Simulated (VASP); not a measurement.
# IrO2 (P4_2/mnm) in VASP: notebook

Aim: see how the results for IrO2 move with the level of theory and the settings. Levels: PBE, LDA. Tasks: band structure.

The COD entry that gives the cell may itself be a prediction, so a difference from it is no test against experiment.

Program: VASP 6.6.1. These are calculated values, not measurements. Logs are shortened: lines on timing, memory, paths and dates and some standing lists are left out, and cuts for length are marked.

### 1 Starting point

Symmetry: P4_2/mnm, No. 136, tetragonal system. The conventional cell has a = 4.484 Å, b = 4.484 Å, c = 3.164 Å, α = 90.00°, β = 90.00°, γ = 90.00°. Around Ir (site symmetry mmm) lie 6 O at 1.96 to 1.99 Å. O (site symmetry m2m) has 3 Ir at 1.96 to 1.99 Å as nearest neighbours.

### 2 Band structure, PBE

File INCAR:

```
  PREC = Accurate
  ENCUT = 520
  EDIFF = 1E-7
  ISMEAR = 1
  SIGMA = 0.1
  LREAL = False
  LASPH = True
  NELM = 80
  ALGO = Normal
  ISIF = 2
  LWAVE = False
  LCHARG = False
  LMAXMIX = 4
  GGA = PE
  NBANDS = 30
  KPAR = 4
```

File KPOINTS:

```
Automatic mesh
0
Gamma
  8 8 12
```

File POSCAR:

```
IrO2                                    
1.0
    4.4837704648      0.0000000000      0.0000000000
   -0.0000000000      4.4837704648      0.0000000000
    0.0000000000      0.0000000000      3.1637946960
  Ir              O             
     2     4
Direct
     0.0000000000000000    0.0000000000000000    0.0000000000000000
     0.5000000000000000    0.5000000000000000    0.5000000000000000
     0.3088508816894303    0.3088508816894303    0.0000000000000000
     0.1911491183105698    0.8088508816894302    0.5000000000000000
     0.6911491183105698    0.6911491183105698    0.0000000000000000
     0.8088508816894302    0.1911491183105698    0.5000000000000000
```

File KPOINTS_OPT:

```
explicit points
168
Reciprocal
 0.0000000000  0.0000000000  0.0000000000 1
 0.0000000000  0.0555555556  0.0000000000 1
 0.0000000000  0.1111111111  0.0000000000 1
 0.0000000000  0.1666666667  0.0000000000 1
 0.0000000000  0.2222222222  0.0000000000 1
 0.0000000000  0.2777777778  0.0000000000 1
[... 160 lines left out ...]
 0.0000000000  0.0000000000  0.5175947400 1
 0.0000000000  0.0000000000  0.4824052600 1
```

Potentials or basis: VASP PAW PBE potentials, release 64 (Ir, O).

On the command line:

```
$ cat potpaw_PBE.64/Ir/POTCAR potpaw_PBE.64/O/POTCAR > POTCAR
$ mpirun -np 4 vasp_std > vasp.out
```

OUTCAR:

```text
PREC = Accurate
   ENCUT = 520
   EDIFF = 1E-7
   ISMEAR = 1
   LREAL = False
   LASPH = True
   NELM = 80
   ISIF = 2
   GGA = PE

 ion  position               nearest neighbor table
   1  0.000  0.000  0.000-   3 1.96   5 1.96   4 1.99   6 1.99   4 1.99   6 1.99
   2  0.500  0.500  0.500-   4 1.96   6 1.96   5 1.99   3 1.99   3 1.99   5 1.99
   3  0.309  0.309  0.000-   1 1.96   2 1.99   2 1.99
   4  0.191  0.809  0.500-   2 1.96   1 1.99   1 1.99
   5  0.691  0.691  0.000-   1 1.96   2 1.99   2 1.99
   6  0.809  0.191  0.500-   2 1.96   1 1.99   1 1.99

  LATTYP: Found a simple tetragonal cell.
 ALAT       =     4.4837704648
 C/A-ratio  =     0.7056103163

  Lattice vectors:

 A1 = (   4.4837704648,   0.0000000000,   0.0000000000)
 A2 = (   0.0000000000,   4.4837704648,   0.0000000000)
 A3 = (   0.0000000000,   0.0000000000,   3.1637946960)

Analysis of symmetry for initial positions (statically):
=====================================================================
 Subroutine PRICEL returns:
 Original cell was already a primitive cell.

 Routine SETGRP: Setting up the symmetry group for a
 simple tetragonal supercell.

 Subroutine GETGRP returns: Found 16 space group operations
 (whereof  8 operations were pure point group operations)
 out of a pool of 16 trial point group operations.

The static configuration has the point symmetry D_2h.
 The point group associated with its full space group is D_4h.

Analysis of symmetry for dynamics (positions and initial velocities):
=====================================================================
 Subroutine PRICEL returns:
 Original cell was already a primitive cell.

 Routine SETGRP: Setting up the symmetry group for a
 simple tetragonal supercell.

 Subroutine GETGRP returns: Found 16 space group operations
 (whereof  8 operations were pure point group operations)
 out of a pool of 16 trial point group operations.

The dynamic configuration has the point symmetry D_2h.
 The point group associated with its full space group is D_4h.

 Subroutine INISYM returns: Found 16 space group operations
 (whereof  8 operations are pure point group operations),
 and found     1 'primitive' translations

----------------------------------------------------------------------------------------

                                     Primitive cell

  volume of cell :      63.6056

  direct lattice vectors                    reciprocal lattice vectors
     4.483770465  0.000000000  0.000000000     0.223026582  0.000000000  0.000000000
     0.000000000  4.483770465  0.000000000     0.000000000  0.223026582  0.000000000
     0.000000000  0.000000000  3.163794696     0.000000000  0.000000000  0.316076135

  length of vectors
     4.483770465  4.483770465  3.163794696     0.223026582  0.223026582  0.316076135

  position of ions in fractional coordinates (direct lattice)
     0.000000000  0.000000000  0.000000000
     0.500000000  0.500000000  0.500000000
     0.308850882  0.308850882  0.000000000
     0.191149118  0.808850882  0.500000000
     0.691149118  0.691149118  0.000000000
     0.808850882  0.191149118  0.500000000

  ion indices of the primitive-cell ions
   primitive index   ion index
                 1           1
                 2           2
                 3           3
                 4           4
                 5           5
                 6           6

----------------------------------------------------------------------------------------

 KPOINTS: Automatic mesh

Automatic generation of k-mesh.
 Grid dimensions read from file:
 generate k-points for:    8    8   12

 Generating k-lattice:

  Cartesian coordinates                     Fractional coordinates (reciprocal lattice)
     0.027878323  0.000000000  0.000000000     0.125000000  0.000000000  0.000000000
     0.000000000  0.027878323  0.000000000     0.000000000  0.125000000  0.000000000
     0.000000000  0.000000000  0.026339678     0.000000000  0.000000000  0.083333333

  Length of vectors
     0.027878323  0.027878323  0.026339678

  Shift w.r.t. Gamma in fractional coordinates (k-lattice)
     0.000000000  0.000000000  0.000000000

 Subroutine IBZKPT returns following result:
 ===========================================

 Found    105 irreducible k-points:

 Following reciprocal coordinates:
            Coordinates               Weight
  0.000000  0.000000  0.000000      1.000000
  0.125000  0.000000  0.000000      4.000000
  0.250000  0.000000  0.000000      4.000000
  0.375000  0.000000  0.000000      4.000000
  0.500000  0.000000  0.000000      2.000000
  0.125000  0.125000  0.000000      4.000000
[... 16 lines left out ...]
  0.375000  0.125000  0.083333     16.000000
  0.500000  0.125000  0.083333      8.000000
 [... further k-points ...]
   k-points           NKPTS =    105   k-points in BZ     NKDIM =    105   number of bands    NBANDS=     30
   number of dos      NEDOS =    301   number of ions     NIONS =      6
   total plane-waves  NPLWV =  31104
   dimension x,y,z NGX =    36 NGY =   36 NGZ =   24
   dimension x,y,z NGXF=    72 NGYF=   72 NGZF=   48
   ions per type =               2   4
   NGX,Y,Z   is equivalent  to a cutoff of  13.35, 13.35, 12.61 a.u.
   NGXF,Y,Z  is equivalent  to a cutoff of  26.70, 26.70, 25.22 a.u.
 SYSTEM =  unknown system
   PREC   = accura    normal or accurate (medium, high low for compatibility)
   ISTART =      0    job   : 0-new  1-cont  2-samecut
   ICHARG =      2    charge: 1-file 2-atom 10-const
   ISPIN  =      1    spin polarized calculation?
   LNONCOLLINEAR =      F non collinear calculations
   LSORBIT =      F    spin-orbit coupling
   LASPH  =      T    aspherical Exc in radial PAW
   ENCUT  =  520.0 eV  38.22 Ry    6.18 a.u.   8.34  8.34  5.88*2*pi/ulx,y,z
   NELM   =     80;   NELMIN=  2; NELMDL= -5     # of ELM steps
   EDIFF  = 0.1E-06   stopping-criterion for ELM
   LREAL  =      F    real-space projection
   EDIFFG = 0.1E-05   stopping-criterion for IOM
   NSW    =      0    number of steps for IOM
   IBRION =     -1    ionic relax: 0-MD 1-quasi-New 2-CG
   NFREE  =      0    steps in history (QN), initial steepest desc. (CG)
   ISIF   =      2    stress and relaxation
   ISYM   =      2    0-nonsym 1-usesym 2-fastsym
   POTIM  = 0.5000    time-step for ionic-motion
   TEBEG  =    0.0;   TEEND  =   0.0 temperature during run
   PSTRESS=    0.0 pullay stress
   NELECT =      42.0000    total number of electrons
   NUPDOWN=      -1.0000    fix difference up-down
   EMIN   =  10.00;   EMAX   =-10.00  energy-range for DOS
   EFERMI =   0.00;   METHOD = LEGACY
   ISMEAR =     1;   SIGMA  =   0.10  broadening in eV -4-tet -1-fermi 0-gaus
   EFERMI_NEDOS =   21; number of points for ismear=-14 and -15
   IALGO  =     38    algorithm
   IMIX   =      4    mixing-type and parameters
     AMIX     =   0.40;   BMIX     =  1.00
     AMIX_MAG =   1.60;   BMIX_MAG =  1.00
  volume/ion in A,a.u.               =      10.60        71.54
  Fermi-wavevector in a.u.,A,eV,Ry     =   1.425584  2.693964 27.650994  2.032291
  Thomas-Fermi vector in A             =   2.545953
   LORBIT       =      0    0 simple, 1 ext, 2 COOP (PROOUT), +10 PAW based schemes
   GGA     = PE    functional components
   LHFCALC =     F    Hartree Fock is set to
   AEXX    =    0.0000 exact exchange contribution
   IVDW    =     0    specifies the selected vdW correction
   LEPSILON=     F    determine dielectric tensor
   LRPA    =     F    only Hartree local field effects (RPA)
 non-spin polarized calculation
 Methfessel and Paxton  Order N= 1 SIGMA  =   0.10
  energy-cutoff  :      520.00
  volume of cell :       63.61
 maximum number of plane-waves:      1744
 NGX is ok and might be reduce to    36
   NGX = 17   NGY = 17   NGZ = 11

 number of electron      41.9999996 magnetization

 Free energy of the ion-electron system (eV)
  ---------------------------------------------------
  ext. energy  EPLUGINS =         0.00000000
  ---------------------------------------------------
  free energy    TOTEN  =       -42.20343765 eV

  energy without entropy =      -42.20454746  energy(sigma->0) =      -42.20380759

 E-fermi :   6.2931     XC(G=0): -12.0451

 val. band max:        6.2867527559   @ k =   0.3750   0.3750   0.1667
 cond. band min:       6.3020678436   @ k =   0.2500   0.0000   0.3333
 fundamental gap:      0.0153150877
 Fermi energy:         6.2931482288

 k-point     1 :       0.0000    0.0000    0.0000
  band No.  band energies     occupation
      1     -15.0067      2.00000
      2     -13.7968      2.00000
      3     -12.6877      2.00000
      4     -12.6877      2.00000
      5      -3.6087      2.00000
      6      -3.3805      2.00000
[... 22 lines left out ...]
     29      14.8352      0.00000
     30      18.2265      0.00000

 k-point     2 :       0.1250    0.0000    0.0000
  band No.  band energies     occupation
      1     -14.9448      2.00000
      2     -13.7881      2.00000
      3     -12.7714      2.00000
      4     -12.7262      2.00000
      5      -3.4475      2.00000
      6      -3.2577      2.00000
[... 22 lines left out ...]
     29      14.9060      0.00000
     30      18.1019      0.00000

 k-point     3 :       0.2500    0.0000    0.0000
  band No.  band energies     occupation
      1     -14.7658      2.00000
      2     -13.7884      2.00000
      3     -12.9674      2.00000
      4     -12.8299      2.00000
      5      -3.0133      2.00000
      6      -2.9142      2.00000
[... 22 lines left out ...]
     29      15.1567      0.00000
     30      17.7224      0.00000

 k-point     4 :       0.3750    0.0000    0.0000
  band No.  band energies     occupation
      1     -14.4919      2.00000
      2     -13.8964      2.00000
      3     -13.1131      2.00000
      4     -12.9667      2.00000
      5      -2.4610      2.00000
      6      -2.4448      2.00000
[... 616 lines left out ...]
     29      15.4247      0.00000
     30      17.6127      0.00000

 k-point    23 :       0.3750    0.1250    0.0833
  band No.  band energies     occupation
      1     -14.4253      2.00000
      2     -13.8812      2.00000
      3     -13.1551      2.00000
      4     -12.9423      2.00000
      5      -2.8969      2.00000
      6      -2.0401      2.00000
[... 22 lines left out ...]
     29      15.8409      0.00000
     30      17.0941      0.00000

 k-point    24 :       0.5000    0.1250    0.0833
  band No.  band energies     occupation
      1     -14.1397      2.00000
      2     -14.1397      2.00000
      3     -13.0793      2.00000
      4     -13.0793      2.00000
      5      -2.3870      2.00000
      6      -2.3870      2.00000
[... 22 lines left out ...]
     29      16.4502      0.00000
     30      16.4502      0.00000

 [... further k-points ...]

------------------------ aborting loop because EDIFF is reached ----------------------------------------

  FORCE on cell =-STRESS in cart. coord.  units (eV):
  Direction    XX          YY          ZZ          XY          YZ          ZX
  --------------------------------------------------------------------------------------
  -------------------------------------------------------------------------------------
  Total        3.5986326      3.5986326      4.2798411     -0.0000000      0.0000000      0.0000000
  in kB       90.6469207     90.6469207    107.8060638     -0.0000000      0.0000000      0.0000000
  external PRESSURE =      96.3666351 kB  Pullay stress =       0.0000000 kB

 VOLUME and BASIS-vectors are now :
 -----------------------------------------------------------------------------
  energy-cutoff  :      520.00
  volume of cell :       63.61
      direct lattice vectors                 reciprocal lattice vectors
     4.483770465  0.000000000  0.000000000     0.223026582  0.000000000  0.000000000
     0.000000000  4.483770465  0.000000000     0.000000000  0.223026582  0.000000000
     0.000000000  0.000000000  3.163794696     0.000000000  0.000000000  0.316076135

 POSITION                                       TOTAL-FORCE (eV/Angst)
 -----------------------------------------------------------------------------------
      0.00000      0.00000      0.00000        -0.000000     -0.000000      0.000000
      2.24189      2.24189      1.58190        -0.000000     -0.000000      0.000000
      1.38482      1.38482      0.00000        -0.041451     -0.041451      0.000000
      0.85707      3.62670      1.58190         0.041451     -0.041451      0.000000
      3.09895      3.09895      0.00000         0.041451      0.041451      0.000000
      3.62670      0.85707      1.58190        -0.041451      0.041451      0.000000
 -----------------------------------------------------------------------------------
    total drift:                               -0.000000      0.000000      0.000000

  FREE ENERGIE OF THE ION-ELECTRON SYSTEM (eV)
  ---------------------------------------------------
  free  energy   TOTEN  =       -42.2034376496 eV

  energy  without entropy=      -42.2045474644  energy(sigma->0) =      -42.20380759
```

Wall time 32 s (4 MPI ranks of Intel Xeon 6975P-C (Granite Rapids), shared host); peak memory 0.39 GiB.

What came out:

```yaml
Free_energy: -42.2034 eV
Pressure: 9.6 GPa
Largest_force: 0.059 eV/Å
Band_gap_along_the_path: none (metal or under the smearing width)
```

Forces on the atoms (eV/Å):
```
Ir   0.000  0.000  0.000
Ir   0.000  0.000  0.000
O   -0.041 -0.041  0.000
O    0.041 -0.041  0.000
O    0.041  0.041  0.000
O   -0.041  0.041  0.000
```

Levels at the corners of the path, in eV from the Fermi level:
```
point  band 19  band 20  band 21  band 22  band 23  band 24
    Γ    -2.37    -2.33    -2.20     0.79     1.25     4.22
    X    -1.31    -1.31    -0.30    -0.30     3.62     3.62
    X    -1.31    -1.31    -0.30    -0.30     3.62     3.62
    M    -2.42    -2.42     0.20     0.20     2.56     2.56
    M    -2.42    -2.42     0.20     0.20     2.56     2.56
    Γ    -2.37    -2.33    -2.20     0.79     1.25     4.22
    Γ    -2.37    -2.33    -2.20     0.79     1.25     4.22
    Z    -0.69    -0.69     0.27     0.27     2.29     2.29
    Z    -0.69    -0.69     0.27     0.27     2.29     2.29
    R    -1.82    -1.82     0.54     0.54     1.15     1.15
    R    -1.82    -1.82     0.54     0.54     1.15     1.15
    A    -1.23    -1.23    -0.48    -0.48     2.24     2.24
    A    -1.23    -1.23    -0.48    -0.48     2.24     2.24
    Z    -0.69    -0.69     0.27     0.27     2.29     2.29
    X    -1.31    -1.31    -0.30    -0.30     3.62     3.62
    R    -1.82    -1.82     0.54     0.54     1.15     1.15
    M    -2.42    -2.42     0.20     0.20     2.56     2.56
    A    -1.23    -1.23    -0.48    -0.48     2.24     2.24
```

Caveat: spin-orbit coupling is left out, which moves the levels of the heavy elements.

### 3 Band structure, LDA

INCAR, as its differences from that of step 2:

```diff
@@ -13,3 +13,2 @@
   LMAXMIX = 4
-  GGA = PE
   NBANDS = 30
```

KPOINTS is that of step 2.

POSCAR is that of step 2.

KPOINTS_OPT is that of step 2.

Potentials or basis: VASP PAW LDA potentials, release 64 (Ir, O).

On the command line:

```
$ cat potpaw_LDA.64/Ir/POTCAR potpaw_LDA.64/O/POTCAR > POTCAR
$ mpirun -np 4 vasp_std > vasp.out
```

Wall time 31 s (4 MPI ranks of Intel Xeon 6975P-C (Granite Rapids), shared host); peak memory 0.36 GiB.

Results (log left out):

```yaml
Free_energy: -48.7931 eV
Pressure: -6.0 GPa
Largest_force: 0.027 eV/Å
Band_gap_along_the_path: none (metal or under the smearing width)
```

Forces on the atoms (eV/Å):
```
Ir   0.000  0.000  0.000
Ir   0.000  0.000  0.000
O    0.019  0.019  0.000
O   -0.019  0.019  0.000
O   -0.019 -0.019  0.000
O    0.019 -0.019  0.000
```

Stress tensor (GPa, compression positive):
```
-5.66  0.00  0.00
 0.00 -5.66  0.00
 0.00  0.00 -6.73
```

Levels at the corners of the path, in eV from the Fermi level:
| point | band 18 | band 19 | band 20 | band 21 | band 22 | band 23 | band 24 | band 25 |
| --- | --- | --- | --- | --- | --- | --- | --- | --- |
| Γ | -2.50 | -2.39 | -2.32 | -2.22 | 0.74 | 1.27 | 4.12 | 4.12 |
| X | -1.64 | -1.33 | -1.33 | -0.31 | -0.31 | 3.51 | 3.51 | 3.60 |
| X | -1.64 | -1.33 | -1.33 | -0.31 | -0.31 | 3.51 | 3.51 | 3.60 |
| M | -2.53 | -2.45 | -2.45 | 0.21 | 0.21 | 2.52 | 2.52 | 4.11 |
| M | -2.53 | -2.45 | -2.45 | 0.21 | 0.21 | 2.52 | 2.52 | 4.11 |
| Γ | -2.50 | -2.39 | -2.32 | -2.22 | 0.74 | 1.27 | 4.12 | 4.12 |
| Γ | -2.50 | -2.39 | -2.32 | -2.22 | 0.74 | 1.27 | 4.12 | 4.12 |
| Z | -1.96 | -0.69 | -0.69 | 0.28 | 0.28 | 2.21 | 2.21 | 2.73 |
| Z | -1.96 | -0.69 | -0.69 | 0.28 | 0.28 | 2.21 | 2.21 | 2.73 |
| R | -2.83 | -1.82 | -1.82 | 0.55 | 0.55 | 1.10 | 1.10 | 4.50 |
| R | -2.83 | -1.82 | -1.82 | 0.55 | 0.55 | 1.10 | 1.10 | 4.50 |
| A | -1.86 | -1.25 | -1.25 | -0.50 | -0.50 | 2.16 | 2.16 | 3.18 |
| A | -1.86 | -1.25 | -1.25 | -0.50 | -0.50 | 2.16 | 2.16 | 3.18 |
| Z | -1.96 | -0.69 | -0.69 | 0.28 | 0.28 | 2.21 | 2.21 | 2.73 |
| X | -1.64 | -1.33 | -1.33 | -0.31 | -0.31 | 3.51 | 3.51 | 3.60 |
| R | -2.83 | -1.82 | -1.82 | 0.55 | 0.55 | 1.10 | 1.10 | 4.50 |
| M | -2.53 | -2.45 | -2.45 | 0.21 | 0.21 | 2.52 | 2.52 | 4.11 |
| A | -1.86 | -1.25 | -1.25 | -0.50 | -0.50 | 2.16 | 2.16 | 3.18 |

Caveat: spin-orbit coupling is left out, which moves the levels of the heavy elements.
